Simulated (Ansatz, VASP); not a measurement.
# Cross-check of Si53C55 (C_Si2) between VASP and Ansatz, part 2 of 3

Wanted: the spread between two codes on one cell, functional and k mesh. Of the first pair: The structure shown is the start of the Ansatz relaxation below; VASP solves that cell, so the two are compared at the walk's first step.

VASP 6.6.1 and Ansatz 0.2.0.

So far: Starting point; Ansatz: relaxation, r2SCAN.

### 3. VASP: single point, r2SCAN, start cell, pair 1

Level of this step: r2SCAN, spin-polarised from a ferromagnetic start; plane waves and PAW (Si, C) (VASP).

The same cell, functional and mesh now go to VASP, with its own data sets.

Lines of VASP's logs that name or quote its potential files are left out, and so is its time.

Input file INCAR:

```
SYSTEM = Si53C55
PREC = Accurate
ENCUT = 580
EDIFF = 1E-06
NELM = 200
ISMEAR = 0
SIGMA = 0.01
LREAL = Auto
ALGO = Normal
METAGGA = R2SCAN
LASPH = .TRUE.
NELECT = 434
NBANDS = 296
ISPIN = 2
MAGMOM = 0 0 0 0.01 0 0 0 0 0.01 0.01 0 0 0 0 0.01 0.01 0 0 0 0 0.01 0.01 0 0 0 0 0.01 0 0 0 0 0.01 0.01 0 0 0 0 0 0.01 0 0 0 0 0.01 0.01 0 0 0 0 0 0.01 0 0 0 0 0 0 0 0 0 0 0 0 0 0 0 0 0 0 0.01 0 0 0 0.01 0 0 0 0.01 0 0 0.01 0 0.01 0 0 0 0 0 0 0 0 0 0 0 0 0 0 0 0.01 0 0 0 0 0 0 0 0 0
LORBIT = 11
LWAVE = .FALSE.
LCHARG = .FALSE.
ISIF = 2
ISYM = 0
NUPDOWN = 2
GGA_COMPAT = .FALSE.
LMIXTAU = .TRUE.
NCORE = 2
```

Input file POSCAR:

```
Si53C55
1.0
    9.2359949282      0.0000000000      0.0000000000
   -4.6179974641      7.9986062370      0.0000000000
    0.0000000000      0.0000000000     15.1078644027
Si C
53 55
Direct
    0.1120420930      0.2254856592      0.8357754388
    0.2267321613      0.1107309166      0.3313555024
    0.2211151052      0.1106111457      0.6632439723
[... 5 atom lines left out ...]
    0.2194976067      0.4478063920      0.6657723906
[... 7 atom lines left out ...]
    0.0060139194      0.6704684343      0.5004835759
[... 1 atom line left out ...]
    0.4386424969      0.2179838522      0.8339068755
[... 1 atom line left out ...]
    0.5530795075      0.1052749660      0.6676554496
[... 1 atom line left out ...]
    0.3284169415      0.0008820287      0.4998127994
[... 1 atom line left out ...]
    0.4454791908      0.5611091316      0.8319020257
    0.5508135745      0.4386049139      0.3333776281
[... 1 atom line left out ...]
    0.3366127798      0.3310664285      0.5012172997
[... 3 atom lines left out ...]
    0.5565438447      0.7826306002      0.6646092216
[... 1 atom line left out ...]
    0.3328434079      0.6622058698      0.5017824358
[... 1 atom line left out ...]
    0.7813413977      0.2278559471      0.8343449255
[... 5 atom lines left out ...]
    0.7739389675      0.5567262431      0.8311816062
[... 1 atom line left out ...]
    0.8846779708      0.4450957948      0.6682737368
[... 1 atom line left out ...]
    0.6653888492      0.3273951639      0.4997194043
[... 1 atom line left out ...]
    0.7765802015      0.8866661003      0.8298926086
[... 1 atom line left out ...]
    0.8892118681      0.7728894031      0.6676813301
[... 1 atom line left out ...]
    0.6645679926      0.6632315484      0.4969672615
[... 3 atom lines left out ...]
    0.1167429379      0.2268756514      0.7088914564
[... 1 atom line left out ...]
    0.2239358509      0.1153184658      0.5390924080
[... 3 atom lines left out ...]
    0.1107984521      0.5509141055      0.7061507646
[... 1 atom line left out ...]
    0.2249391256      0.4478724035      0.5442272833
[... 1 atom line left out ...]
    0.9970203042      0.6666232644      0.8771386641
[... 1 atom line left out ...]
    0.1170132900      0.8929258159      0.7088614721
[... 3 atom lines left out ...]
    0.3374630660      0.0017256756      0.8718911323
[... 1 atom line left out ...]
    0.4471588049      0.2199987033      0.7100205373
[... 1 atom line left out ...]
    0.5582706365      0.1162977614      0.5433742838
[... 1 atom line left out ...]
    0.5584102159      0.4414424083      0.6676570382
    0.3278333573      0.3293415030      0.8729894344
    0.3300086686      0.3333291977      0.3769798198
    0.4405058504      0.5574348665      0.7090307216
[... 1 atom line left out ...]
    0.5538146149      0.4437990688      0.5383528594
[... 1 atom line left out ...]
    0.3394103346      0.6686292388      0.8747781055
[... 1 atom line left out ...]
    0.4489239602      0.8926660206      0.7058883185
[... 1 atom line left out ...]
    0.5611151581      0.7818687175      0.5402452512
[... 3 atom lines left out ...]
    0.7738261004      0.2189925280      0.7055495546
[... 3 atom lines left out ...]
    0.6661248217      0.3276698368      0.8743131159
    0.6699402218      0.3338651661      0.3771042583
    0.7743413185      0.5530218477      0.7052774446
[... 1 atom line left out ...]
    0.8885146851      0.4396672240      0.5432718868
[... 1 atom line left out ...]
    0.6660260101      0.6630436407      0.8769672302
    0.6717623721      0.6721192219      0.3736448680
    0.7763002707      0.8888223510      0.7111860892
[... 1 atom line left out ...]
    0.8938707087      0.7795163076      0.5395830796
    0.7809730571      0.8858690864      0.0418790494
```

Input file KPOINTS:

```
Points of the shifted mesh
1
Reciprocal
 0.2500000000  0.2500000000  0.2500000000 1
```

PAW data sets: Si and C (PBE family, release 64).

Launch:

```bash
> mpirun -np 8 vasp_std
```

Numbers of over 12 decimals in the logs are rounded to 6 here.

Output:

```text
[banner, memory and clock lines left out]
running    8 mpi-ranks, on    1 nodes
[...]
|                                                                             |
|               ----> ADVICE to this user running VASP <----                  |
|                                                                             |
|     You enforced a specific xc type in the INCAR file but a different       |
|     [... a line on the potential file left out ...]
|     I HOPE YOU KNOW WHAT YOU ARE DOING!                                     |
|                                                                             |

 LDA part: xc-table for (None), standard interpolation
 POSCAR, INCAR and KPOINTS ok, starting setup
[...]
entering main loop
       N       E                     dE             d eps       ncg     rms          rms(c)
DAV:   1     0.124635600148E+04    0.12464E+04   -0.21871E+05  1184   0.150E+03
DAV:   2    -0.101504016759E+04   -0.22614E+04   -0.21329E+04  1440   0.256E+02
DAV:   3    -0.117679878730E+04   -0.16176E+03   -0.15995E+03  1472   0.631E+01
DAV:   4    -0.118048615214E+04   -0.36874E+01   -0.36691E+01  1448   0.103E+01
DAV:   5    -0.118059229638E+04   -0.10614E+00   -0.10594E+00  1456   0.164E+00BRMIX: very serious problems
 the old and the new charge density differ
 old charge density:   432.00000 new  434.00000
    0.671E+01
DAV:   6    -0.107817488004E+04    0.10242E+03   -0.28945E+02  1368   0.234E+01    0.375E+01
DAV:   7    -0.102044437161E+04    0.57731E+02   -0.21148E+01  1416   0.832E+00    0.153E+01
DAV:   8    -0.107239908165E+04   -0.51955E+02   -0.14504E+01  1248   0.773E+00    0.104E+01
DAV:   9    -0.104308702374E+04    0.29312E+02   -0.43075E+00  1280   0.445E+00    0.472E+00
[...]
DAV:  22    -0.101910690453E+04   -0.21544E-04   -0.45671E-06  1280   0.561E-03    0.703E-03
DAV:  23    -0.101910690976E+04   -0.52357E-05   -0.36951E-06  1128   0.431E-03    0.550E-03
DAV:  24    -0.101910690891E+04    0.84967E-06   -0.89721E-07   688   0.188E-03
   1 F= -.10191069E+04 E0= -.10191069E+04  d E =-.134704E-14  mag=     2.0000
```

From OUTCAR (step 3):

```text
  FREE ENERGIE OF THE ION-ELECTRON SYSTEM (eV)
  ---------------------------------------------------
  free  energy   TOTEN  =     -1019.1069089142 eV

  energy  without entropy=    -1019.1069089142  energy(sigma->0) =    -1019.10690891

 magnetization (x)
# of ion       s       p       d       tot
------------------------------------------
    1        0.001   0.001   0.000   0.002
    2        0.001   0.003   0.000   0.004
    3        0.001   0.004   0.000   0.005
    4        0.001   0.009   0.000   0.010
    5        0.000   0.002   0.000   0.002
    6        0.000   0.004   0.000   0.005
    7        0.001   0.001   0.000   0.003
    8        0.001   0.003   0.000   0.004
    9        0.001   0.004   0.000   0.004
   10        0.001   0.011   0.000   0.012
   11        0.000   0.002   0.000   0.002
   12        0.000   0.004   0.000   0.005
   13        0.001   0.001   0.000   0.002
[...]
--------------------------------------------------
tot          0.193   0.266   0.000   0.459
```

The cell is charged against a uniform background.

The run ends at a pressure of 2.37 GPa, with forces up to 2.7 eV/Å.

### 4. Comparison

Known differences besides the potentials themselves: VASP starts from the moments at which Ansatz ended; VASP keeps PBE cores, Ansatz makes them for the functional; fixed occupations in Ansatz, narrow Gaussian smearing in VASP; the cutoff is 500 eV in Ansatz and 580 eV in VASP (PREC = Accurate, projectors in real space). Total energies have different zeros and are not compared.

Forces on 7 of the 108 atoms, those with the largest forces and the largest differences (eV/Å; atoms numbered as in POSCAR):

```csv
atom,"Ansatz x, y, z","VASP x, y, z"
C62,"-1.430, 1.604, 1.276","-1.422, 1.596, 1.270"
C74,"-0.834, 2.042, -1.421","-0.830, 2.028, -1.415"
C81,"2.087, -0.293, -1.062","2.074, -0.290, -1.056"
C83,"1.197, -0.144, 2.484","1.192, -0.144, 2.464"
C88,"-0.483, 2.227, 0.240","-0.485, 2.219, 0.237"
C99,"-2.320, -1.037, 0.358","-2.294, -1.027, 0.364"
C105,"0.560, 0.008, -2.243","0.558, 0.007, -2.232"
```

The forces differ by 4.7 meV/Å r.m.s., which is 0.5 % of the r.m.s. force of 0.897 eV/Å (both taken over all components). Moments aren't recorded for both runs of this pair, so they may hold unlike magnetic states. The cell carries a charge of -2 e against a uniform background, so its pressure also hangs on how the neutralising background is counted, and in a defect's cell a gap may be the spacing between its levels.

### 5. Ansatz: relaxation, r2SCAN

This run makes the geometry at which the two programs are then compared.

The structure compared here is the end of the Ansatz relaxation.

Input file input.yaml:

```yaml
crystal:
  lattice:
    - [9.23599493, 0.0, 0.0]
    - [-4.61799746, 7.99860624, 0.0]
    - [0.0, 0.0, 15.1078644]
  atoms:
    - { symbol: Si, position: [0.11111111, 0.22222222, 0.8329854] }
    - { symbol: Si, position: [0.22222222, 0.11111111, 0.3329854] }
    - { symbol: Si, position: [0.22222222, 0.11111111, 0.66650102] }
[... 5 atom lines left out ...]
    - { symbol: C, position: [0.11111111, 0.22222222, 0.70799668] }
[... 7 atom lines left out ...]
    - { symbol: Si, position: [0.0, 0.33333333, 0.49972248] }
[... 1 atom line left out ...]
    - { symbol: C, position: [0.0, 0.33333333, 0.87436694] }
[... 1 atom line left out ...]
    - { symbol: C, position: [0.11111111, 0.55555556, 0.70799668] }
[... 1 atom line left out ...]
    - { symbol: C, position: [0.22222222, 0.44444444, 0.54152848] }
[... 1 atom line left out ...]
    - { symbol: Si, position: [0.11111111, 0.88888889, 0.8329854] }
    - { symbol: Si, position: [0.22222222, 0.77777778, 0.3329854] }
[... 1 atom line left out ...]
    - { symbol: Si, position: [0.11111111, 0.88888889, 0.16650102] }
[... 3 atom lines left out ...]
    - { symbol: C, position: [0.0, 0.66666667, 0.37436694] }
[... 1 atom line left out ...]
    - { symbol: C, position: [0.22222222, 0.77777778, 0.20799668] }
[... 1 atom line left out ...]
    - { symbol: C, position: [0.11111111, 0.88888889, 0.04152848] }
[... 5 atom lines left out ...]
    - { symbol: Si, position: [0.33333333, 0.0, 0.99972248] }
[... 1 atom line left out ...]
    - { symbol: C, position: [0.33333333, 0.0, 0.37436694] }
[... 1 atom line left out ...]
    - { symbol: C, position: [0.55555556, 0.11111111, 0.20799668] }
[... 1 atom line left out ...]
    - { symbol: C, position: [0.44444444, 0.22222222, 0.04152848] }
[... 1 atom line left out ...]
    - { symbol: Si, position: [0.55555556, 0.44444444, 0.3329854] }
[... 1 atom line left out ...]
    - { symbol: Si, position: [0.44444444, 0.55555556, 0.16650102] }
[... 3 atom lines left out ...]
    - { symbol: C, position: [0.33333333, 0.33333333, 0.37436694] }
[... 1 atom line left out ...]
    - { symbol: C, position: [0.55555556, 0.44444444, 0.20799668] }
[... 3 atom lines left out ...]
    - { symbol: Si, position: [0.55555556, 0.77777778, 0.3329854] }
[... 1 atom line left out ...]
    - { symbol: Si, position: [0.44444444, 0.88888889, 0.16650102] }
[... 1 atom line left out ...]
    - { symbol: Si, position: [0.33333333, 0.66666667, 0.99972248] }
[... 1 atom line left out ...]
    - { symbol: C, position: [0.33333333, 0.66666667, 0.37436694] }
[... 3 atom lines left out ...]
    - { symbol: C, position: [0.44444444, 0.88888889, 0.04152848] }
[... 1 atom line left out ...]
    - { symbol: Si, position: [0.88888889, 0.11111111, 0.3329854] }
[... 1 atom line left out ...]
    - { symbol: Si, position: [0.77777778, 0.22222222, 0.16650102] }
[... 1 atom line left out ...]
    - { symbol: Si, position: [0.66666667, 0.0, 0.99972248] }
    - { symbol: C, position: [0.66666667, 0.0, 0.87436694] }
    - { symbol: C, position: [0.66666667, 0.0, 0.37436694] }
    - { symbol: C, position: [0.77777778, 0.22222222, 0.70799668] }
[... 1 atom line left out ...]
    - { symbol: C, position: [0.88888889, 0.11111111, 0.54152848] }
[... 1 atom line left out ...]
    - { symbol: Si, position: [0.77777778, 0.55555556, 0.8329854] }
[... 1 atom line left out ...]
    - { symbol: Si, position: [0.88888889, 0.44444444, 0.66650102] }
[... 1 atom line left out ...]
    - { symbol: Si, position: [0.66666667, 0.33333333, 0.49972248] }
[... 3 atom lines left out ...]
    - { symbol: C, position: [0.77777778, 0.55555556, 0.70799668] }
[... 3 atom lines left out ...]
    - { symbol: Si, position: [0.77777778, 0.88888889, 0.8329854] }
    - { symbol: Si, position: [0.88888889, 0.77777778, 0.3329854] }
    - { symbol: Si, position: [0.88888889, 0.77777778, 0.66650102] }
[... 1 atom line left out ...]
    - { symbol: Si, position: [0.66666667, 0.66666667, 0.49972248] }
[... 1 atom line left out ...]
    - { symbol: C, position: [0.66666667, 0.66666667, 0.87436694] }
    - { symbol: C, position: [0.66666667, 0.66666667, 0.37436694] }
    - { symbol: C, position: [0.77777778, 0.88888889, 0.70799668] }
[... 1 atom line left out ...]
    - { symbol: C, position: [0.88888889, 0.77777778, 0.54152848] }
    - { symbol: C, position: [0.77777778, 0.88888889, 0.04152848] }
  host:
    repeats: [3, 3, 1]
    atoms:
      - { symbol: Si, position: [0.33333333, 0.66666667, 0.8329854] }
      - { symbol: Si, position: [0.66666667, 0.33333333, 0.3329854] }
      # ... 10 more atoms of the perfect host
total_charge: -2
basis:
  ecutwfc: 500
  xc_grid: 2
hamiltonian:
  xc: r2scan
  pseudopotentials: { kind: paw, azcp: { folder: soft_1 } }
kpoints:
  mp_grid: { grid: [1, 1, 1], shift: [0.25, 0.25, 0.25] }
magnetization:
  spin_polarized: true
  initial_magnetization: 2
  spin_locking: { lock_magnetization: hard }
scf:
  occupations: { method: fixed }
  max_iter: 100
output:
  forces: true
  charged_corrections:
    epsilon: [7.09, 7.09, 7.35]
    static_epsilon: [10.43, 10.43, 10.95]
    defect_position: [0.555556, 0.444444, 0.666501]
relax:
  f_tol: 0.02
  max_steps: 80
  random_displacement: { amplitude: 0.05, seed: 8785 }
checkpoint:
  write: "../qm2_M2.relax.run"
  compress: false
  write_wavefunctions: true
  write_every: 100000
```

Launch:

```bash
> ansatz run input.yaml --threads 8 --pin off --max-ram 15073MiB --backend cpu --events-out ev --progress --plain --runs-dir out
```

Output:

```text
[...]
Crystal: 108 atoms, lattice volume = 1116.095 Å³
Basis set: ecut = 500 eV, 28399 PW (Γ), exchange–correlation on 144×144×240 points (8 copies of the dense FFT grid, shifted against one another)
Bands: 326, of which v1, the nominal top of the filled ones, is band 217 counted from 1 (216 counted from 0)
Symmetry: 1 space group operations
k-points: 1
[...]
Starting moments: Σ|m| = 2 μB on 108 of 108 sites
[...]
- { symbol: C, position: [0.00224407, 0.331813, 0.874464] }
    - { symbol: C, position: [-0.00143303, 0.335394, 0.375143] }
[...]
- { symbol: Si, position: [0.885250, 0.774919, 0.666183] }
    - { symbol: Si, position: [0.778009, 0.889361, 0.166854] }
    - { symbol: Si, position: [0.664822, 0.665188, 0.503184] }
    - { symbol: Si, position: [0.667521, 0.665958, 0.999963] }
[...]
- { symbol: C, position: [0.778788, 0.889060, 0.708283] }
    - { symbol: C, position: [0.888588, 0.778496, 0.208808] }
    - { symbol: C, position: [0.888726, 0.778601, 0.541949] }
    - { symbol: C, position: [0.778362, 0.888493, 0.041822] }
```

(Continued in part 3 of 3.)

[Lines on the potential files, build, host, timing and source positions are cut from VASP's logs without a mark.]

[Logs are printed without paths, hosts, clocks, repeated set-up lines and the standing remarks that a program may print on its own settings, such as how far it seeks lower states.]

[Hosts, paths, dates, database ids (printed as entryN), source tags and the programs' standing remarks are cut or masked in the printed files.]
